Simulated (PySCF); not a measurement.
# C3H4N2 (1H-Pyrazole): the cost of one run

The runs use PySCF 2.14.0, with density-fitted response routines of our own; the level of theory stands in each step. All values are computed, except where a source is named. Atoms are numbered from 0 throughout.

## (1) The molecule as given

9 atoms, charge 0, multiplicity 1; geometry from: GFN2-xTB. The atoms were then displaced at random by about 0.01 Å, so the start is not that level's minimum.

Bonds of the start (Å): C0–C1 1.37, C1–N2 1.32, N2–N3 1.28, N3–C4 1.35, C4–C0 1.38, C0–H5 1.10, C1–H6 1.09, N3–H7 1.01, C4–H8 1.08.

## (2) Geometry optimisation at PBE0-D3(BJ)/def2-TZVP

What the job is given:

```
{"job": {"xc": "PBE0", "basis": "def2-TZVP", "d3": "d3bj", "grid": 2, "shake": 0.01, "kind": "geom"}, "charge": 0, "multiplicity": 1}
C      0.177150     0.968890     0.107090
C      1.211830     0.092820    -0.097660
N      0.757270    -1.141800    -0.214590
N     -0.510310    -1.059690    -0.087450
C     -0.970150     0.197920     0.093620
H      0.208380     2.061040     0.223490
H      2.275850     0.305420    -0.159110
H     -1.086210    -1.893680    -0.140480
H     -2.006000     0.451920     0.241360
```

The run is started by

```bash
$ OMP_NUM_THREADS=1 python probes_run.py task.json out
```

This one command runs all jobs of the session in turn.

**Question.** How long does this first job take on 1 thread of Arm Neoverse V1, shared host, and how much memory does it need?

About 2.1 min, with a peak of 0.78 GiB.
